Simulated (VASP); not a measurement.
# C in VASP: reference runs

How does C come out in PBE? The cell is run as given.

All numbers are computed with VASP 6.6.1; they aren't measurements. Logs are shortened: lines on timing, memory, paths and dates and some standing lists are left out, and cuts for length are marked.

### Step 1. The cell of the first run

The cell holds a slab with vacuum, 8 atoms: a = 2.456 Å, b = 2.456 Å, c = 25.095 Å, α = 90.00°, β = 90.00°, γ = 120.00°.

The slab is cut from a database's or a generator's crystal, which needn't be the stable form of the element.

### Step 2. Single point, PBE (the (0 0 1) slab of C, cut from the database cell, not relaxed)

INCAR reads:

```
SYSTEM = C
PREC = Accurate ; ENCUT = 520
EDIFF = 1E-7 ; ISMEAR = -1
SIGMA = 0.05 ; LREAL = .FALSE.
LASPH = .TRUE. ; NELM = 60
ALGO = Normal ; ISIF = 2
LWAVE = .FALSE. ; LCHARG = .FALSE.
LDIPOL = .TRUE. ; IDIPOL = 3
DIPOL = 0.5 0.5 0.500 ; GGA = PE
NBANDS = 26
```

KPOINTS reads:

```
Automatic mesh
0
G
  12 12 1
  0 0 0
```

POSCAR reads:

```
C
1.0
    2.4560526929      0.0000000000      0.0000000000
   -1.2280263465      2.1270040252      0.0000000000
    0.0000000000      0.0000000000     25.0945846916
C
8
Direct
    0.6666666667      0.3333333333      0.2988692617
    0.3333333333      0.6666666667      0.3010032749
    0.3333333333      0.6666666667      0.4322450829
    0.0000000000      0.0000000000      0.4343790960
    0.0000000000      0.0000000000      0.5656209040
    0.6666666667      0.3333333333      0.5677549171
    0.6666666667      0.3333333333      0.6989967251
    0.3333333333      0.6666666667      0.7011307383
```

Potentials or basis: VASP PAW PBE potentials, release 64 (C).

Started as:

```
> cat potpaw_PBE.64/C/POTCAR > POTCAR
> mpirun -np 1 vasp_std > vasp.out
```

OUTCAR:

```text
SYSTEM = C
   PREC = Accurate
   ENCUT = 520
   EDIFF = 1E-7
   ISMEAR = -1
   LREAL = .FALSE.
   LASPH = .TRUE.
   NELM = 60
   ISIF = 2
   GGA = PE

 ion  position               nearest neighbor table
   1  0.667  0.333  0.299-   2 1.42   2 1.42   2 1.42
   2  0.333  0.667  0.301-   1 1.42   1 1.42   1 1.42
   3  0.333  0.667  0.432-   4 1.42   4 1.42   4 1.42
   4  0.000  0.000  0.434-   3 1.42   3 1.42   3 1.42
   5  0.000  0.000  0.566-   6 1.42   6 1.42   6 1.42
   6  0.667  0.333  0.568-   5 1.42   5 1.42   5 1.42
   7  0.667  0.333  0.699-   8 1.42   8 1.42   8 1.42
   8  0.333  0.667  0.701-   7 1.42   7 1.42   7 1.42

  LATTYP: Found a hexagonal cell.
 ALAT       =     2.4560526929
 C/A-ratio  =    10.2174455638

  Lattice vectors:

 A1 = (   2.4560526929,   0.0000000000,   0.0000000000)
 A2 = (  -1.2280263465,   2.1270040252,   0.0000000000)
 A3 = (   0.0000000000,   0.0000000000,  25.0945846916)

Analysis of symmetry for initial positions (statically):
=====================================================================
 Subroutine PRICEL returns:
 Original cell was already a primitive cell.

 Routine SETGRP: Setting up the symmetry group for a
 hexagonal supercell.

 Subroutine GETGRP returns: Found 12 space group operations
 (whereof 12 operations were pure point group operations)
 out of a pool of 24 trial point group operations.

The static configuration has the point symmetry D_3d.

Analysis of symmetry for dynamics (positions and initial velocities):
=====================================================================
 Subroutine PRICEL returns:
 Original cell was already a primitive cell.

 Routine SETGRP: Setting up the symmetry group for a
 hexagonal supercell.

 Subroutine GETGRP returns: Found 12 space group operations
 (whereof 12 operations were pure point group operations)
 out of a pool of 24 trial point group operations.

The dynamic configuration has the point symmetry D_3d.

 Subroutine INISYM returns: Found 12 space group operations
 (whereof 12 operations are pure point group operations),
 and found     1 'primitive' translations

----------------------------------------------------------------------------------------

                                     Primitive cell

  volume of cell :     131.0950

  direct lattice vectors                    reciprocal lattice vectors
     2.456052693  0.000000000  0.000000000     0.407157388  0.235072428  0.000000000
    -1.228026347  2.127004025  0.000000000     0.000000000  0.470144855  0.000000000
     0.000000000  0.000000000 25.094584692     0.000000000  0.000000000  0.039849235

  length of vectors
     2.456052693  2.456052693 25.094584692     0.470144855  0.470144855  0.039849235

  position of ions in fractional coordinates (direct lattice)
     0.666666667  0.333333333  0.298869262
     0.333333333  0.666666667  0.301003275
     0.333333333  0.666666667  0.432245083
     0.000000000  0.000000000  0.434379096
     0.000000000  0.000000000  0.565620904
     0.666666667  0.333333333  0.567754917
     0.666666667  0.333333333  0.698996725
     0.333333333  0.666666667  0.701130738

  ion indices of the primitive-cell ions
   primitive index   ion index
                 1           1
                 2           2
                 3           3
                 4           4
                 5           5
                 6           6
                 7           7
                 8           8

----------------------------------------------------------------------------------------

 KPOINTS: Automatic mesh

Automatic generation of k-mesh.
 Grid dimensions read from file:
 generate k-points for:   12   12    1

 Generating k-lattice:

  Cartesian coordinates                     Fractional coordinates (reciprocal lattice)
     0.033929782  0.019589369  0.000000000     0.083333333 -0.000000000  0.000000000
     0.000000000  0.039178738  0.000000000     0.000000000  0.083333333  0.000000000
     0.000000000  0.000000000  0.039849235     0.000000000  0.000000000  1.000000000

  Length of vectors
     0.039178738  0.039178738  0.039849235

  Shift w.r.t. Gamma in fractional coordinates (k-lattice)
     0.000000000  0.000000000  0.000000000

 Subroutine IBZKPT returns following result:
 ===========================================

 Found     19 irreducible k-points:

 Following reciprocal coordinates:
            Coordinates               Weight
  0.000000  0.000000  0.000000      1.000000
  0.083333 -0.000000  0.000000      6.000000
  0.166667 -0.000000  0.000000      6.000000
  0.250000 -0.000000  0.000000      6.000000
  0.333333 -0.000000  0.000000      6.000000
  0.416667 -0.000000  0.000000      6.000000
[... 11 lines left out ...]
  0.333333  0.250000  0.000000     12.000000
  0.333333  0.333333  0.000000      2.000000
   k-points           NKPTS =     19   k-points in BZ     NKDIM =     19   number of bands    NBANDS=     26
   number of dos      NEDOS =    301   number of ions     NIONS =      8
   total plane-waves  NPLWV =  62208
   dimension x,y,z NGX =    18 NGY =   18 NGZ =  192
   dimension x,y,z NGXF=    36 NGYF=   36 NGZF=  384
   ions per type =               8
   NGX,Y,Z   is equivalent  to a cutoff of  12.18, 12.18, 12.72 a.u.
   NGXF,Y,Z  is equivalent  to a cutoff of  24.37, 24.37, 25.44 a.u.
 SYSTEM =  C
   PREC   = accura    normal or accurate (medium, high low for compatibility)
   ISTART =      0    job   : 0-new  1-cont  2-samecut
   ICHARG =      2    charge: 1-file 2-atom 10-const
   ISPIN  =      1    spin polarized calculation?
   LNONCOLLINEAR =      F non collinear calculations
   LSORBIT =      F    spin-orbit coupling
   LASPH  =      T    aspherical Exc in radial PAW
   ENCUT  =  520.0 eV  38.22 Ry    6.18 a.u.   4.57  4.57 46.66*2*pi/ulx,y,z
   NELM   =     60;   NELMIN=  2; NELMDL= -5     # of ELM steps
   EDIFF  = 0.1E-06   stopping-criterion for ELM
   LREAL  =      F    real-space projection
   EDIFFG = 0.1E-05   stopping-criterion for IOM
   NSW    =      0    number of steps for IOM
   IBRION =     -1    ionic relax: 0-MD 1-quasi-New 2-CG
   NFREE  =      0    steps in history (QN), initial steepest desc. (CG)
   ISIF   =      2    stress and relaxation
   ISYM   =      2    0-nonsym 1-usesym 2-fastsym
   POTIM  = 0.5000    time-step for ionic-motion
   TEBEG  =    0.0;   TEEND  =   0.0 temperature during run
   PSTRESS=    0.0 pullay stress
   NELECT =      32.0000    total number of electrons
   NUPDOWN=      -1.0000    fix difference up-down
   EMIN   =  10.00;   EMAX   =-10.00  energy-range for DOS
   EFERMI =   0.00;   METHOD = LEGACY
   ISMEAR =    -1;   SIGMA  =   0.05  broadening in eV -4-tet -1-fermi 0-gaus
   EFERMI_NEDOS =   21; number of points for ismear=-14 and -15
   IALGO  =     38    algorithm
   IMIX   =      4    mixing-type and parameters
     AMIX     =   0.40;   BMIX     =  1.00
     AMIX_MAG =   1.60;   BMIX_MAG =  1.00
  volume/ion in A,a.u.               =      16.39       110.58
  Fermi-wavevector in a.u.,A,eV,Ry     =   1.023127  1.933429 14.242423  1.046789
  Thomas-Fermi vector in A             =   2.156844
   LORBIT       =      0    0 simple, 1 ext, 2 COOP (PROOUT), +10 PAW based schemes
   GGA     = PE    functional components
   LHFCALC =     F    Hartree Fock is set to
   AEXX    =    0.0000 exact exchange contribution
   IVDW    =     0    specifies the selected vdW correction
   LEPSILON=     F    determine dielectric tensor
   LRPA    =     F    only Hartree local field effects (RPA)
 non-spin polarized calculation
  energy-cutoff  :      520.00
  volume of cell :      131.09
 maximum number of plane-waves:      3587
   NGX =  9   NGY =  9   NGZ = 93

 number of electron      31.9999991 magnetization

 dipolmoment           0.000000      0.000000     -0.000000 electrons x Angstroem

 Free energy of the ion-electron system (eV)
  ---------------------------------------------------
  ext. energy  EPLUGINS =         0.00000000
  ---------------------------------------------------
  free energy    TOTEN  =       -73.60831313 eV

  energy without entropy =      -73.60635376  energy(sigma->0) =      -73.60733344

 E-fermi :   0.5652     XC(G=0):  -5.8638

 val. band max:        0.1773023979   @ k =   0.3333   0.3333   0.0000
 cond. band min:       0.5651904022   @ k =   0.3333   0.3333   0.0000
 fundamental gap:      0.3878880043
 Fermi energy:         0.5651505806

 k-point     1 :       0.0000    0.0000    0.0000
  band No.  band energies     occupation
      1     -19.1556      2.00000
      2     -19.0787      2.00000
      3     -18.9841      2.00000
      4     -18.9084      2.00000
      5      -7.8766      2.00000
      6      -7.4230      2.00000
[... 18 lines left out ...]
     25       8.9740      0.00000
     26       8.9794      0.00000

 k-point     2 :       0.0833   -0.0000    0.0000
  band No.  band energies     occupation
      1     -18.9889      2.00000
      2     -18.9128      2.00000
      3     -18.8192      2.00000
      4     -18.7443      2.00000
      5      -7.6750      2.00000
      6      -7.2240      2.00000
[... 18 lines left out ...]
     25       9.0400      0.00000
     26       9.0662      0.00000

 k-point     3 :       0.1667   -0.0000    0.0000
  band No.  band energies     occupation
      1     -18.4909      2.00000
      2     -18.4170      2.00000
      3     -18.3262      2.00000
      4     -18.2537      2.00000
      5      -7.0750      2.00000
      6      -6.6326      2.00000
[... 427 lines left out ...]
 k-point    18 :       0.3333    0.2500    0.0000
  band No.  band energies     occupation
      1     -13.3489      2.00000
      2     -13.3015      2.00000
      3     -13.2444      2.00000
      4     -13.1998      2.00000
      5     -11.4535      2.00000
      6     -11.4212      2.00000
[... 18 lines left out ...]
     25      11.9426      0.00000
     26      12.5623      0.00000

 k-point    19 :       0.3333    0.3333    0.0000
  band No.  band energies     occupation
      1     -12.0932      2.00000
      2     -12.0916      2.00000
      3     -12.0916      2.00000
      4     -12.0387      2.00000
      5     -12.0387      2.00000
      6     -11.9963      2.00000
[... 18 lines left out ...]
     25      13.2227      0.00000
     26      13.2247      0.00000

------------------------ aborting loop because EDIFF is reached ----------------------------------------

 vacuum level on the upper side and lower side of the slab       (xc-potential included)        -0.122        -0.122

  FORCE on cell =-STRESS in cart. coord.  units (eV):
  Direction    XX          YY          ZZ          XY          YZ          ZX
  --------------------------------------------------------------------------------------
  -------------------------------------------------------------------------------------
  Total        2.5448618      2.5448618      0.8563505     -0.0000000     -0.0000000      0.0000000
  in kB       31.1020334     31.1020334     10.4658889     -0.0000000     -0.0000000      0.0000000
  external PRESSURE =      24.2233186 kB  Pullay stress =       0.0000000 kB

 VOLUME and BASIS-vectors are now :
 -----------------------------------------------------------------------------
  energy-cutoff  :      520.00
  volume of cell :      131.09
      direct lattice vectors                 reciprocal lattice vectors
     2.456052693  0.000000000  0.000000000     0.407157388  0.235072428  0.000000000
    -1.228026347  2.127004025  0.000000000     0.000000000  0.470144855  0.000000000
     0.000000000  0.000000000 25.094584692     0.000000000  0.000000000  0.039849235

 POSITION                                       TOTAL-FORCE (eV/Angst)
 -----------------------------------------------------------------------------------
      1.22803      0.70900      7.50000        -0.000000      0.000000      0.821883
     -0.00000      1.41800      7.55355        -0.000000      0.000000     -0.929437
     -0.00000      1.41800     10.84701         0.000000      0.000000      0.855383
      0.00000      0.00000     10.90056         0.000000      0.000000     -0.856402
      0.00000      0.00000     14.19402        -0.000000      0.000000      0.856402
      1.22803      0.70900     14.24757         0.000000     -0.000000     -0.855383
      1.22803      0.70900     17.54103        -0.000000     -0.000000      0.929437
     -0.00000      1.41800     17.59458        -0.000000     -0.000000     -0.821883
 -----------------------------------------------------------------------------------
    total drift:                                0.000000     -0.000000      0.000000

  FREE ENERGIE OF THE ION-ELECTRON SYSTEM (eV)
  ---------------------------------------------------
  free  energy   TOTEN  =       -73.6083131254 eV

  energy  without entropy=      -73.6063537630  energy(sigma->0) =      -73.60733344

 vacuum level on the upper side and lower side of the slab         4.739         4.739
```

Wall time 1.9 min (1 thread of Intel Xeon Platinum 8259CL at 2.50GHz (Skylake/Cascade Lake), shared host); peak memory 0.23 GiB.

Results:

```
Free energy            : -73.6083 eV
Largest force          : 0.929 eV/Å
Band gap on the k mesh : none (metal or under the smearing width)
```

Forces in eV/Å, atoms in the order of the input:
```
C    0.000  0.000  0.822
C    0.000  0.000 -0.929
C    0.000  0.000  0.855
C    0.000  0.000 -0.856
C    0.000  0.000  0.856
C    0.000  0.000 -0.855
C    0.000  0.000  0.929
C    0.000  0.000 -0.822
```
